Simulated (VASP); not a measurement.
# Bi (Im-3m) in VASP: notebook, part 2 of 2

VASP 6.6.1. Earlier steps stand in the parts before.

## Step 3: Relaxation of cell and atoms, PBEsol, target pressure 10 GPa, at which the enthalpy is minimised

Contents of INCAR:

```
SYSTEM = Bi
PREC     = Accurate       ! precision mode
ENCUT    = 600            ! plane-wave cutoff, eV
EDIFF    = 1E-6           ! SCF threshold, eV
ISMEAR   = -1             ! smearing method
SIGMA    = 0.05           ! smearing width, eV
LREAL    = .FALSE.        ! projectors in reciprocal space
LASPH    = .TRUE.         ! aspherical terms in the spheres
NELM     = 80             ! most SCF steps
ALGO     = Normal         ! electronic algorithm
ISIF     = 3              ! what is computed and relaxed
LWAVE    = .FALSE.        ! write WAVECAR
LCHARG   = .FALSE.        ! write CHGCAR
GGA      = PS             ! functional
IBRION   = 2              ! ionic algorithm
NSW      = 40             ! ionic steps
EDIFFG   = -0.01          ! ionic threshold
PSTRESS  = 100
```

Contents of KPOINTS:

```
regular mesh
0
G
  9 9 9
  0 0 0
```

Contents of POSCAR:

```
Bi
1.0
   -1.9814305318      1.9814305318      1.9814305318
    1.9814305318     -1.9814305318      1.9814305318
    1.9814305318      1.9814305318     -1.9814305318
Bi
1
Direct
    0.0000000000      0.0000000000      0.0000000000
```

Potentials or basis: VASP PAW PBE potentials, release 64 (Bi_d).

Run with:

```console
cat potpaw_PBE.64/Bi_d/POTCAR > POTCAR
mpirun -np 1 vasp_std > vasp.out
```

OUTCAR:

```text
SYSTEM = Bi
   PREC = Accurate
   ENCUT = 600
   EDIFF = 1E-6
   ISMEAR = -1
   LREAL = .FALSE.
   LASPH = .TRUE.
   NELM = 80
   ISIF = 3
   GGA = PS
   IBRION = 2
   NSW = 40
   EDIFFG = -0.01
   PSTRESS = 100

 ion  position               nearest neighbor table
   1  0.000  0.000  0.000-

  LATTYP: Found a body centered cubic cell.
 ALAT       =     3.9628610636

  Lattice vectors:

 A1 = (  -1.9814305318,   1.9814305318,   1.9814305318)
 A2 = (   1.9814305318,  -1.9814305318,   1.9814305318)
 A3 = (   1.9814305318,   1.9814305318,  -1.9814305318)

Analysis of symmetry for initial positions (statically):
=====================================================================
 Subroutine PRICEL returns:
 Original cell was already a primitive cell.

 Routine SETGRP: Setting up the symmetry group for a
 body centered cubic supercell.

 Subroutine GETGRP returns: Found 48 space group operations
 (whereof 48 operations were pure point group operations)
 out of a pool of 48 trial point group operations.

The static configuration has the point symmetry O_h .

Analysis of symmetry for dynamics (positions and initial velocities):
=====================================================================
 Subroutine PRICEL returns:
 Original cell was already a primitive cell.

 Routine SETGRP: Setting up the symmetry group for a
 body centered cubic supercell.

 Subroutine GETGRP returns: Found 48 space group operations
 (whereof 48 operations were pure point group operations)
 out of a pool of 48 trial point group operations.

The dynamic configuration has the point symmetry O_h .

 Subroutine INISYM returns: Found 48 space group operations
 (whereof 48 operations are pure point group operations),
 and found     1 'primitive' translations

----------------------------------------------------------------------------------------

                                     Primitive cell

  volume of cell :      31.1169

  direct lattice vectors                    reciprocal lattice vectors
    -1.981430532  1.981430532  1.981430532     0.000000000  0.252342937  0.252342937
     1.981430532 -1.981430532  1.981430532     0.252342937  0.000000000  0.252342937
     1.981430532  1.981430532 -1.981430532     0.252342937  0.252342937  0.000000000

  length of vectors
     3.431938353  3.431938353  3.431938353     0.356866804  0.356866804  0.356866804

  position of ions in fractional coordinates (direct lattice)
     0.000000000  0.000000000  0.000000000

  ion indices of the primitive-cell ions
   primitive index   ion index
                 1           1

----------------------------------------------------------------------------------------

 KPOINTS: regular mesh

Automatic generation of k-mesh.
 Grid dimensions read from file:
 generate k-points for:    9    9    9

 Generating k-lattice:

  Cartesian coordinates                     Fractional coordinates (reciprocal lattice)
     0.000000000  0.028038104  0.028038104     0.111111111  0.000000000  0.000000000
     0.028038104  0.000000000  0.028038104     0.000000000  0.111111111  0.000000000
     0.028038104  0.028038104  0.000000000     0.000000000  0.000000000  0.111111111

  Length of vectors
     0.039651867  0.039651867  0.039651867

  Shift w.r.t. Gamma in fractional coordinates (k-lattice)
     0.000000000  0.000000000  0.000000000

 Subroutine IBZKPT returns following result:
 ===========================================

 Found     35 irreducible k-points:

 Following reciprocal coordinates:
            Coordinates               Weight
  0.000000  0.000000  0.000000      1.000000
  0.111111  0.000000  0.000000     12.000000
  0.222222  0.000000  0.000000     12.000000
  0.333333  0.000000  0.000000     12.000000
  0.444444  0.000000  0.000000     12.000000
  0.111111  0.111111  0.000000     24.000000
[... 16 lines left out ...]
 -0.333333  0.444444  0.111111     48.000000
 -0.444444 -0.444444  0.111111     24.000000
 [... further k-points ...]
   k-points           NKPTS =     35   k-points in BZ     NKDIM =     35   number of bands    NBANDS=     11
   number of dos      NEDOS =    301   number of ions     NIONS =      1
   total plane-waves  NPLWV =  21952
   dimension x,y,z NGX =    28 NGY =   28 NGZ =   28
   dimension x,y,z NGXF=    56 NGYF=   56 NGZF=   56
   ions per type =               1
   NGX,Y,Z   is equivalent  to a cutoff of  13.56, 13.56, 13.56 a.u.
   NGXF,Y,Z  is equivalent  to a cutoff of  27.13, 27.13, 27.13 a.u.
 SYSTEM =  Bi
   PREC   = accura    normal or accurate (medium, high low for compatibility)
   ISTART =      0    job   : 0-new  1-cont  2-samecut
   ICHARG =      2    charge: 1-file 2-atom 10-const
   ISPIN  =      1    spin polarized calculation?
   LNONCOLLINEAR =      F non collinear calculations
   LSORBIT =      F    spin-orbit coupling
   LASPH  =      T    aspherical Exc in radial PAW
   ENCUT  =  600.0 eV  44.10 Ry    6.64 a.u.   6.85  6.85  6.85*2*pi/ulx,y,z
   NELM   =     80;   NELMIN=  2; NELMDL= -5     # of ELM steps
   EDIFF  = 0.1E-05   stopping-criterion for ELM
   LREAL  =      F    real-space projection
   EDIFFG = -.1E-01   stopping-criterion for IOM
   NSW    =     40    number of steps for IOM
   IBRION =      2    ionic relax: 0-MD 1-quasi-New 2-CG
   NFREE  =      1    steps in history (QN), initial steepest desc. (CG)
   ISIF   =      3    stress and relaxation
   ISYM   =      2    0-nonsym 1-usesym 2-fastsym
   POTIM  = 0.5000    time-step for ionic-motion
   TEBEG  =    0.0;   TEEND  =   0.0 temperature during run
   PSTRESS=  100.0 pullay stress
   NELECT =      15.0000    total number of electrons
   NUPDOWN=      -1.0000    fix difference up-down
   EMIN   =  10.00;   EMAX   =-10.00  energy-range for DOS
   EFERMI =   0.00;   METHOD = LEGACY
   ISMEAR =    -1;   SIGMA  =   0.05  broadening in eV -4-tet -1-fermi 0-gaus
   EFERMI_NEDOS =   21; number of points for ismear=-14 and -15
   IALGO  =     38    algorithm
   IMIX   =      4    mixing-type and parameters
     AMIX     =   0.40;   BMIX     =  1.00
     AMIX_MAG =   1.60;   BMIX_MAG =  1.00
  volume/ion in A,a.u.               =      31.12       209.99
  Fermi-wavevector in a.u.,A,eV,Ry     =   1.283630  2.425708 22.418388  1.647705
  Thomas-Fermi vector in A             =   2.415871
   LORBIT       =      0    0 simple, 1 ext, 2 COOP (PROOUT), +10 PAW based schemes
   GGA     = PS    functional components
   LHFCALC =     F    Hartree Fock is set to
   AEXX    =    0.0000 exact exchange contribution
   IVDW    =     0    specifies the selected vdW correction
   LEPSILON=     F    determine dielectric tensor
   LRPA    =     F    only Hartree local field effects (RPA)
 conjugate gradient relaxation of ions
 non-spin polarized calculation
  energy-cutoff  :      600.00
  volume of cell :       31.12
 maximum number of plane-waves:      1055
   NGX = 13   NGY = 13   NGZ = 13

--------------------------------------- Ionic step        1  -------------------------------------------

 number of electron      14.9999994 magnetization

 Free energy of the ion-electron system (eV)
  ---------------------------------------------------
  ext. energy  EPLUGINS =         0.00000000
  ---------------------------------------------------
  free energy    TOTEN  =        -4.22742945 eV

  energy without entropy =       -4.22326224  energy(sigma->0) =       -4.22534584

 E-fermi :   7.7608     XC(G=0): -10.4384

 val. band max:        7.7585285856   @ k =  -0.2222   0.2222   0.1111
 cond. band min:       7.9770849717   @ k =   0.3333   0.2222   0.1111
 fundamental gap:      0.2185563861
 Fermi energy:         7.7608399097

 k-point     1 :       0.0000    0.0000    0.0000
  band No.  band energies     occupation
      1     -15.1986      2.00000
      2     -15.1986      2.00000
      3     -15.1986      2.00000
      4     -15.0693      2.00000
      5     -15.0693      2.00000
      6      -5.7842      2.00000
      7      12.8650      0.00000
      8      12.8650      0.00000
      9      12.8650      0.00000
     10      16.8480      0.00000
     11      18.2229      0.00000
[... 541 lines left out ...]
  enthalpy is  TOTEN    =        -2.4849001251 eV   P V=        1.6525410395

--------------------------------------- Ionic step        7  -------------------------------------------

 number of electron      14.9999998 magnetization

 Free energy of the ion-electron system (eV)
  ---------------------------------------------------
  ext. energy  EPLUGINS =         0.00000000
  ---------------------------------------------------
  free energy    TOTEN  =        -4.13415029 eV

  energy without entropy =       -4.13096684  energy(sigma->0) =       -4.13255856

 E-fermi :  10.1200     XC(G=0): -11.2436

 val. band max:       10.0641654019   @ k =   0.3333   0.2222   0.1111
 cond. band min:      10.2327659645   @ k =   0.2222   0.0000   0.0000
 fundamental gap:      0.1686005625
 Fermi energy:        10.1199788296

 k-point     1 :       0.0000    0.0000    0.0000
  band No.  band energies     occupation
      1     -13.1788      2.00000
      2     -13.1788      2.00000
      3     -13.1788      2.00000
      4     -12.9594      2.00000
      5     -12.9594      2.00000
      6      -4.8561      2.00000
      7      16.3551      0.00000
      8      16.3551      0.00000
      9      16.3551      0.00000
     10      20.4156      0.00000
     11      20.4156      0.00000
[... 350 lines left out ...]
  FREE ENERGIE OF THE ION-ELECTRON SYSTEM (eV)
  ---------------------------------------------------
  free  energy   TOTEN  =        -4.1341502876 eV

  energy  without entropy=       -4.1309668421  energy(sigma->0) =       -4.13255856

  enthalpy is  TOTEN    =        -2.4849372254 eV   P V=        1.6492130621

 reached required accuracy - stopping structural energy minimisation
```

Run time: 32 s. Hardware: 1 thread of Intel Xeon 6975P-C (Granite Rapids), shared host; peak memory 0.17 GiB.

What came out:

| Item | Value |
| --- | --- |
| Free energy | -4.1342 eV |
| Relaxed volume | 26.42 Å³/atom |
| Relaxed cell | a = 3.250 Å, b = 3.250 Å, c = 3.250 Å, α = 109.47°, β = 109.47°, γ = 109.47° |
| Space group after relaxing (to 0.05 Å) | Im-3m (No. 229) |
| Energy change on relaxing (the enthalpy is what falls) | +93.3 meV/atom |
| Ionic steps | 7 |
| Pressure after relaxing | 10.0 GPa |
| Band gap on the k mesh | none (metal or under the smearing width) |

Step by step:
```csv
step,energy change (eV),largest force (eV/Å),pressure (GPa),volume (Å³)
1,0.0000,0.0000,-1.96,31.12
2,0.7539,0.0000,40.76,21.78
3,0.0819,0.0000,9.26,26.61
4,0.0907,0.0000,9.83,26.47
5,0.0961,0.0000,10.18,26.38
6,0.0900,0.0000,9.76,26.48
7,0.0933,0.0000,10.01,26.42
```

Final structure:
```xyz
1
Lattice="-1.8763 1.8763 1.8763 1.8763 -1.8763 1.8763 1.8763 1.8763 -1.8763" Properties=species:S:1:pos:R:3 pbc="T T T"
Bi    0.0000    0.0000    0.0000
```

Caveat: the cell is relaxed towards a set pressure, so the enthalpy falls and the energy may rise; the volume moved by over 15 % at a fixed basis, so the end points are rough; the PAW data sets were made with another functional, which shifts forces and pressure a little; spin-orbit coupling is left out, which moves the levels of the heavy elements.

## Step 4: Relaxation of cell and atoms, PBEsol, target pressure 20 GPa, at which the enthalpy is minimised

INCAR: that of step 3 with these lines changed.

```diff
@@ -17,2 +17,2 @@
 EDIFFG   = -0.01          ! ionic threshold
-PSTRESS  = 100
+PSTRESS  = 200
```

KPOINTS is that of step 3.

POSCAR is that of step 3.

Run with:

```console
cat potpaw_PBE.64/Bi_d/POTCAR > POTCAR
mpirun -np 1 vasp_std > vasp.out
```

Wall time 26 s (1 thread of Intel Xeon 6975P-C (Granite Rapids), shared host); peak memory 0.17 GiB.

Results (log left out):

```yaml
Free_energy: -3.9447 eV
Relaxed_volume: 24.35 Å³/atom
Relaxed_cell: a = 3.163 Å, b = 3.163 Å, c = 3.163 Å, α = 109.47°, β = 109.47°, γ = 109.47°
Space_group_after_relaxing_to_0.05_Å: Im-3m (No. 229)
Energy_change_on_relaxing_the_enthalpy_is_what_falls: +282.7 meV/atom
Ionic_steps: 5
Pressure_after_relaxing: 20.0 GPa
Band_gap_on_the_k_mesh: none (metal or under the smearing width)
```

The path:
```tsv
step	energy change (eV)	largest force (eV/Å)	pressure (GPa)	volume (Å³)
1	0.0000	0.0000	-1.96	31.12
2	4.4373	0.0000	183.63	15.59
3	0.1861	0.0000	15.16	25.23
4	0.2386	0.0000	17.87	24.72
5	0.2827	0.0000	20.02	24.35
```

Final structure:
```
CELL_PARAMETERS angstrom
-1.82593 1.82593 1.82593
1.82593 -1.82593 1.82593
1.82593 1.82593 -1.82593
ATOMIC_POSITIONS crystal
Bi 0.00000 0.00000 0.00000
```

Levels at points of the mesh, in eV from the Fermi level:
| k point | band 4 | band 5 | band 6 | band 7 | band 8 | band 9 | band 10 | band 11 |
| --- | --- | --- | --- | --- | --- | --- | --- | --- |
| (0.00, 0.00, 0.00) | -23.21 | -23.21 | -15.78 | 6.91 | 6.91 | 6.91 | 10.19 | 10.26 |

Caveat: the cell is relaxed towards a set pressure, so the enthalpy falls and the energy may rise; the volume moved by over 15 % at a fixed basis, so the end points are rough; the PAW data sets were made with another functional, which shifts forces and pressure a little; spin-orbit coupling is left out, which moves the levels of the heavy elements.

## Step 5: Summary

```tsv
cell	target pressure	gap on the mesh (eV)	pressure (GPa)
relaxed to 5 GPa	5 GPa	none	5.0
relaxed to 10 GPa	10 GPa	none	10.0
relaxed to 20 GPa	20 GPa	none	20.0
```

Alike in all rows: task relaxation of cell and atoms; level PBEsol; potentials or basis VASP PAW PBE potentials, release 64 (Bi_d); no spin polarisation; k mesh 9 × 9 × 9; cutoff (eV) 600; smearing fermi-dirac 0.05 eV.

Caveats: the cell is relaxed towards a set pressure, so the enthalpy falls and the energy may rise; the PAW data sets were made with another functional, which shifts forces and pressure a little; spin-orbit coupling is left out, which moves the levels of the heavy elements; the volume moved by over 15 % at a fixed basis, so the end points are rough (some runs).

Absolute energies hang on the potentials; compare differences alone.
